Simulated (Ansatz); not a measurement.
Gas-phase electronic energies from Ansatz, PBE0-D4/def2-TZVP geometries. CCSD(T)/CBS adds triple-zeta CCSD(T) − MP2 to the extrapolated MP2 energy (def2 sets, frozen cores). This one scheme is used for every species. Functionals use def2-TZVPP. For Ge outer-core shells are correlated without core-valence functions, which leaves a few kJ/mol of doubt a bond. Scalar relativity is left out up to krypton. One conformer a species, not always the lowest.

Consider the ligand exchange at a Ge–C bond: `F[CH](F)[GeH3]` + acetic acid → `CC(=O)[O][GeH3]` + difluoromethane.

`F[CH](F)[GeH3]`:

```xyz
8

F     1.895   -0.142   -0.385
C     0.594   -0.365   -0.724
F     0.419   -1.713   -0.805
Ge   -0.619    0.403    0.664
H     0.441    0.047   -1.728
H    -0.376    1.917    0.726
H    -0.289   -0.262    2.003
H    -2.066    0.114    0.247
```

`CC(=O)O`:

Z-matrix (Å, degrees):
```
C
C 1 1.495
H 1 1.092 2 109.8
H 1 1.092 2 109.8 3 117.7
H 1 1.087 2 109.6 3 -121.2
O 2 1.200 1 126.0 3 121.1
O 2 1.346 1 111.6 3 -58.9
H 7 0.968 2 106.4 1 180.0
```

`CC(=O)[O][GeH3]`:

Cartesian coordinates in Å:
```
C 1.684 -0.051 -1.066
C 0.488 -0.367 -0.222
O 0.227 -1.461 0.221
O -0.284 0.690 0.007
Ge -1.744 0.294 1.043
H 2.272 -0.950 -1.228
H 1.359 0.365 -2.022
H 2.290 0.711 -0.572
H -1.268 -0.187 2.414
H -2.404 1.676 1.118
H -2.621 -0.719 0.307
```

`FCF`:

Cartesian coordinates in Å:
```
F 0.297 -1.078 0.682
C 0.020 0.068 0.021
F -0.691 -0.234 -1.088
H -0.588 0.708 0.666
H 0.961 0.536 -0.281
```

| level | ΔE (kJ/mol) | difference from CCSD(T)/CBS |
| --- | --- | --- |
| B97M-V | -76.1 | -2.6 |
| BHLYP-D4 | -79.8 | -6.3 |
| ωB97X-V | -72.1 | 1.4 |
| PBE | -58.4 | 15.1 |
| r2SCAN | -68.2 | 5.3 |
| BHLYP | -77.0 | -3.5 |
| LC-ωPBE | -66.8 | 6.7 |
| CCSD/def2-SVP | -78.5 | -5.0 |
| HF/def2-QZVPP | -90.5 | -17.0 |
| MP2/def2-QZVPP | -79.5 | -6.0 |
| CCSD(T)/CBS | -73.5 | 0 |

Largest T1 diagnostic among the species: 0.015.

At CCSD(T), def2-SVP lies −5.1 kJ/mol from the extrapolated value and def2-TZVPP −3.9 kJ/mol. In def2-TZVPP, CCSD(T) changes the Hartree–Fock value by +12.1 kJ/mol (the triples alone add +0.2 kJ/mol) and MP2 by +8.1 kJ/mol. From BLYP to BHLYP (50 % exact exchange), in def2-TZVPP and without D4, ΔE moves by −13.6 kJ/mol.

CCSD(T)/CBS has its own doubt, a few kJ/mol and more with outer-core shells, so smaller differences from it don't rank the levels.
